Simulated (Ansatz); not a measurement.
# S on Pd(111): change of the work function, part 3 of 3

Aim: the work function of Pd(111) at several coverages of S (fcc site), and the dipole that each adsorbate carries.

Ansatz 0.2.0; plane-wave DFT, PBE, Ansatz PAW.

So far, work function, upper face (eV): step 2 (the clean slab) 5.27; step 3 (17 atoms, coverage 0.25 ML, cell 2x2) 5.24.

## (4) The covered slab, k-mesh 12×12×1, coverage 1 ML

System of this step: Pd4S (S/Pd(111)). The cell holds 5 atoms: 4 Pd and 1 S. Its edges and angles: a = 2.751 Å, b = 2.751 Å, c = 26.791 Å, α = 90.0°, β = 90.0°, γ = 60.0°. Vacuum lies along c.

Another coverage, to see how the dipoles act on each other as their distance changes.

Input file input.yaml:

```yaml
crystal:
  lattice:
    - [2.7506453788, 0.0, 0.0]
    - [1.3753226894, 2.3821287749, 0.0]
    - [0.0, 0.0, 26.7914800111]
  atoms:
    - { symbol: Pd, position: [0.0, 0.0, 0.3359276903] }
    - { symbol: Pd, position: [0.3333333333, 0.3333333333, 0.419756301] }
    - { symbol: Pd, position: [0.6666666667, 0.6666666667, 0.5053802456] }
    - { symbol: Pd, position: [0.0, 0.0, 0.5913678626] }
    - { symbol: S, position: [0.3333333333, 0.3333333333, 0.6640723097] }
kpoints:
  mp_grid: { grid: [12, 12, 1] }
hamiltonian:
  xc: pbe
scf:
  occupations: { method: fermi_dirac, width: 0.1 }
  convergence: { dr2_threshold: 1.0e-08 }
efield:
  axis: 3
  dipole_correction: true
  ramp_position: 0.97
  ramp_width: 0.06
relax:
  f_tol: 0.02
  max_steps: 60
  constraints: [{ sites: [0, 1] }]
output:
  write_potential: true
  write_density: true
  volumetric_format: npy
```

Started as:

```bash
ansatz run input.yaml --threads 4 --pin off --max-ram 6144MiB --backend cpu --events-out ev --progress --plain --runs-dir out
```

Numbers of over 12 decimals in the logs are rounded to 6 here.

The program printed:

```text
[...]
Crystal: 5 atoms, lattice volume = 175.548 Å³
Basis set: ecut = 420 eV, 3431 PW (Γ), exchange–correlation on 40×40×360 points (8 copies of the dense FFT grid, shifted against one another)
Bands: 47, of which v1, the nominal top of the filled ones, is band 39 counted from 1 (38 counted from 0)
Symmetry: 6 space group operations
[...]
k-points: 19 of 144 (time reversal used)
[...]
SCF iter   1: F=—  HF=-28792.472714 eV  |F-HF|=—  |Δ(HF+E_count)|=         —  Δρ=8.63e-3  dr2=1.90e0  ethr=1.77e-3  p=0.005 e·Å  D=5.37e-3 V/Å  ΔV_dip=-0.14 eV  dr2_dipole=4.69e-1  V_vac-E_F(+/−)=4.84/4.99 eV  ⟨swp⟩=9.2  Hψ=4276  notcnv=0  defer=6
[...]
SCF iter  12: F=-28792.444539 eV  HF=-28792.444539 eV  |F-HF|=4.53e-9  |Δ(HF+E_count)|=   1.32e-9  Δρ=4.92e-7  dr2=1.11e-9  ethr=1.28e-11  p=0.015 e·Å  D=1.56e-2 V/Å  ΔV_dip=-0.42 eV  dr2_dipole=3.02e-10  V_vac-E_F(+/−)=4.80/5.22 eV  ⟨swp⟩=9.4  Hψ=5970  notcnv=0
SCF 1 converged in 12 iterations: F = -28792.444539 eV  dr2 = 1.11e-9
[...]
relax step   1: F+E_penalty+E_count = -28792.44453874 eV  Δ(F+E_penalty+E_count) = +0.000e0 eV  max|allowed force component| = 5.781e-1 eV/Å  Δτ_max = 0.0000 Å  (12 SCF iters, accepted)
[...]
SCF iter   9: F=-28792.462150 eV  HF=-28792.462150 eV  |F-HF|=3.60e-8  |Δ(HF+E_count)|=   7.98e-8  Δρ=1.50e-6  dr2=6.95e-9  ethr=1.28e-11  p=0.016 e·Å  D=1.66e-2 V/Å  ΔV_dip=-0.44 eV  dr2_dipole=2.27e-9  V_vac-E_F(+/−)=4.78/5.22 eV  ⟨swp⟩=9.8  Hψ=6179  notcnv=0
SCF 2 converged in 9 iterations: F = -28792.462150 eV  dr2 = 6.95e-9
relax step   2: F+E_penalty+E_count = -28792.46215023 eV  Δ(F+E_penalty+E_count) = -1.761e-2 eV  max|allowed force component| = 2.643e-1 eV/Å  Δτ_max = 0.0600 Å  (9 SCF iters, accepted)
SCF iter   1: F=—  HF=-28792.472672 eV  |F-HF|=—  |Δ(HF+E_count)|=         —  Δρ=3.76e-3  dr2=1.77e-1  ethr=2.16e-3  p=0.016 e·Å  D=1.66e-2 V/Å  ΔV_dip=-0.44 eV  dr2_dipole=6.08e-2  V_vac-E_F(+/−)=4.76/5.21 eV  ⟨swp⟩=4.2  Hψ=1931  notcnv=0  defer=16
[...]
SCF iter  10: F=-28792.468077 eV  HF=-28792.468077 eV  |F-HF|=1.63e-8  |Δ(HF+E_count)|=   3.83e-8  Δρ=9.12e-7  dr2=3.96e-9  ethr=1.28e-11  p=0.017 e·Å  D=1.76e-2 V/Å  ΔV_dip=-0.47 eV  dr2_dipole=2.11e-11  V_vac-E_F(+/−)=4.75/5.22 eV  ⟨swp⟩=8.1  Hψ=5222  notcnv=0
SCF 3 converged in 10 iterations: F = -28792.468077 eV  dr2 = 3.96e-9
relax step   3: F+E_penalty+E_count = -28792.46807682 eV  Δ(F+E_penalty+E_count) = -5.927e-3 eV  max|allowed force component| = 5.973e-2 eV/Å  Δτ_max = 0.0680 Å  (10 SCF iters, accepted)
SCF iter   1: F=—  HF=-28792.468482 eV  |F-HF|=—  |Δ(HF+E_count)|=         —  Δρ=6.52e-4  dr2=5.09e-3  ethr=6.78e-5  p=0.017 e·Å  D=1.76e-2 V/Å  ΔV_dip=-0.47 eV  dr2_dipole=1.70e-3  V_vac-E_F(+/−)=4.75/5.22 eV  ⟨swp⟩=2.2  Hψ=1766  notcnv=0  defer=16
[...]
SCF iter   7: F=-28792.468379 eV  HF=-28792.468379 eV  |F-HF|=6.79e-8  |Δ(HF+E_count)|=   4.37e-7  Δρ=1.26e-6  dr2=6.79e-9  ethr=1.28e-11  p=0.017 e·Å  D=1.75e-2 V/Å  ΔV_dip=-0.47 eV  dr2_dipole=9.55e-10  V_vac-E_F(+/−)=4.75/5.22 eV  ⟨swp⟩=9.8  Hψ=6276  notcnv=0
SCF 4 converged in 7 iterations: F = -28792.468379 eV  dr2 = 6.79e-9
relax step   4: F+E_penalty+E_count = -28792.46837950 eV  Δ(F+E_penalty+E_count) = -3.027e-4 eV  max|allowed force component| = 2.589e-3 eV/Å  Δτ_max = 0.0117 Å  (7 SCF iters, accepted)
[...]
SCF converged after 7 iterations
Free energy (F): -28792.468379 eV
[...]
Internal energy: -28792.243831 eV  (E = F + TS)
E sigma→0 (E₀):  -28792.356105 eV
Entropy (-TS):   -0.224549 eV (-44.910 meV/atom)
Fermi energy:    4.706092 eV
Dipole field:    D = 0.017501 V/Å  (p = 0.016979 e·Å, saw-weighted, corrected)
Work function:   Φ+ = 4.7502 eV   Φ− = 5.2191 eV
[...]
--- Forces (eV/Å), atoms counted from 1 ---
  atom   1  Pd     0.00000000    -0.00000000    -0.33005600
  atom   2  Pd    -0.00000000    -0.00000000     0.32672156
  atom   3  Pd     0.00000000    -0.00000000     0.00258863
  atom   4  Pd    -0.00000000    -0.00000000     0.00003548
  atom   5  S      0.00000000     0.00000000     0.00071601
  max |Σ_I F_I| component: 5.69e-6 eV/Å
--- Band table (eV; the first three rows and the last of 19) ---
  k-point 0: bands = [... 35 lower, 3.5454, 3.5454, 3.9173, 3.9173, 4.5212, 4.5212, 5.6316, 7.3702, ... 4 higher]
  k-point 1: bands = [... 35 lower, 3.4930, 3.5341, 3.9202, 3.9619, 4.5283, 4.5878, 6.3457, 6.6355, ... 4 higher]
  k-point 2: bands = [... 35 lower, 3.2440, 3.4337, 3.8924, 3.9103, 4.5414, 5.0217, 5.5580, 6.7933, ... 4 higher]
  k-point 18: bands = [... 35 lower, 3.8054, 4.2543, 4.3295, 4.4241, 5.6059, 10.6390, 10.6678, 11.3165, ... 4 higher]
--- Relaxed structure (4 steps of the walk, 4 accepted, 0 SCFs on fresh bases) ---
  F+E_penalty+E_count = -28792.46837950 eV   max|allowed force component| = 2.589e-3 eV/Å
  atoms:
[...]
- { symbol: Pd, position: [0.333333, 0.333333, 0.419756] }
    - { symbol: Pd, position: [0.666667, 0.666667, 0.505911] }
[...]
- { symbol: S, position: [0.333333, 0.333333, 0.662594] }
```

Elapsed: 7.6 s, on 4 threads of Intel Xeon 6975P-C (Granite Rapids), shared host; peak memory 0.58 GiB.

Relaxation path:

| step | energy less that of the first step (eV) | largest force component (eV/Å) |
| --- | --- | --- |
| 1 | 0.0000 | 0.5781 |
| 2 | -0.0176 | 0.2643 |
| 3 | -0.0235 | 0.0597 |
| 4 | -0.0238 | 0.0026 |

Forces are held to the 6 operations that the run works with; a distortion that breaks them can't arise in this run.

The atoms that moved most (Å):

| atom | dx | dy | dz | length |
| --- | --- | --- | --- | --- |
| Pd4 | 0.000 | 0.000 | 0.048 | 0.048 |
| S5 | 0.000 | 0.000 | -0.040 | 0.040 |
| Pd3 | 0.000 | 0.000 | 0.014 | 0.014 |

The relaxed structure:

```
Pd S
1.0
     2.75065    0.00000    0.00000
     1.37532    2.38213    0.00000
     0.00000    0.00000   26.79148
Pd S
4 1
Cartesian
  0.0000 0.0000 9.0000
  1.3753 0.7940 11.2459
  2.7506 1.5881 13.5541
  0.0000 0.0000 15.8916
  1.3753 0.7940 17.7519
```

This step gave:

```yaml
energy_at_zero_smearing: -28792.3561 eV
work_function_upper_face: 4.750 eV
work_function_lower_face: 5.219 eV
dipole_along_the_normal: 0.01698 e·Å
step_between_the_vacuum_levels: -0.4689 eV
```

Running mean over 2.246 Å of the planar mean; the ramp of the sawtooth is left out. The electron's electrostatic potential energy less the Fermi level by z:

| z (Å) | electron's electrostatic potential energy less the Fermi level (eV) |
| --- | --- |
| 3.5 | 5.22 |
| 4.0 | 5.22 |
| 4.5 | 5.22 |
| 5.0 | 5.21 |
| 5.5 | 5.20 |
| 6.0 | 5.16 |
| 6.5 | 5.00 |
| 7.0 | 4.37 |
| 7.5 | 1.75 |
| 8.0 | -3.13 |
| 8.5 | -7.06 |
| 9.0 | -8.26 |
| 9.5 | -8.44 |
| 10.0 | -8.48 |
| 10.5 | -8.51 |
| 11.0 | -8.55 |
| 11.5 | -8.48 |
| 12.0 | -8.15 |
| 12.5 | -8.00 |
| 13.0 | -8.30 |
| 13.5 | -8.55 |
| 14.0 | -8.38 |
| 14.5 | -8.03 |
| 15.0 | -8.22 |
| 15.5 | -9.03 |
| 16.0 | -10.1 |
| 16.5 | -11.4 |
| 17.0 | -10.6 |
| 17.5 | -7.95 |
| 18.0 | -5.91 |
| 18.5 | -3.46 |
| 19.0 | 0.298 |
| 19.5 | 3.45 |
| 20.0 | 4.49 |
| 20.5 | 4.70 |
| 21.0 | 4.74 |
| 21.5 | 4.75 |
| 22.0 | 4.75 |
| 22.5 | 4.75 |
| 23.0 | 4.75 |
| 23.5 | 4.75 |

The relaxation took 4 steps and lowered the energy by 0.024 eV; the largest force on the free atoms ends at 0.0026 eV/Å.

The covered face has 4.75 eV, -0.52 eV against the clean one; the bare back face has moved by -0.03 eV, a measure of how thin the slab is.

## (5) Work function against coverage

This step: plane-wave DFT, PBE, Ansatz PAW; work function against coverage (Ansatz 0.2.0).

The runs are now put side by side.

This step gave:

- work function of the clean face: 5.268 eV
- largest change of the work function: -0.5180 eV

The work function of the covered face by coverage:

| coverage (adsorbates/nm²) | work function of the covered face (eV) |
| --- | --- |
| 0.00 | 5.27 |
| 3.82 | 5.24 |
| 15.26 | 4.75 |

The dipole per adsorbate comes from the change of the cell's dipole. Coverage, by row:

| coverage (1/nm²) | coverage (ML) | work function (eV) | change (eV) | dipole per adsorbate, positive end outwards (debye) | mean height of the added atoms over the highest substrate atom (Å) |
| --- | --- | --- | --- | --- | --- |
| 3.815 | 0.25 | 5.244 | -0.02423 | 0 | 1.554 |
| 15.26 | 1 | 4.75 | -0.518 | 0.085 | 1.86 |

## (6) Summary of results

```yaml
work_function_of_the_clean_face: 5.27 eV
work_function_at_0p25_ml: 5.24 eV
work_function_at_1_ml: 4.75 eV
dipole_per_adsorbate_at_0p25_ml_positive_end_outwards: 0.00 D
```

At the lowest coverage S changes the work function of Pd(111) by under 0.15 eV, within the error of so thin a slab; the largest change, -0.52 eV, comes at higher coverage. At the highest coverage the adsorbates are pressed to about 2.8 Å, closer than unbonded atoms of this kind usually come, so a real layer may not reach it. The slab has 4 layers, at the tabulated experimental lattice constant, one starting site was run, and quantum-size effects of a slab this thin can reach one or two tenths of an eV.

[Logs are printed without paths, hosts, clocks, repeated set-up lines and the standing remarks that a program may print on its own settings, such as how far it seeks lower states.]

[Hosts, paths, dates, database ids (printed as entryN), source tags and the programs' standing remarks are cut or masked in the printed files.]

[Maps of the electrostatic potential energy from Ansatz leave out the sawtooth potential of an applied field or a dipole correction, so their vacuum need not be flat; planar profiles and work functions include it.]
